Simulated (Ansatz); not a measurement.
Structure types of SiC were relaxed at one common pressure (all-electron LAPW in Ansatz 0.2.0 under PBE, scalar-relativistic, no spin polarisation, zero temperature). They take these volumes:

```tsv
type	space group	V (Å³/atom)
rocksalt	Fm-3m	7.77
CsCl	Pm-3m	8.35
zincblende	F-43m	9.66
wurtzite	P6_3mc	9.66
NiAs	P6_3/mmc	7.89
```

Problem. At about which pressure, and is the densest type also the lowest in enthalpy?

Solution. 21 GPa. The densest is rocksalt, and it is 474 meV/atom above zincblende: its gain in pV doesn't pay for its higher energy here.
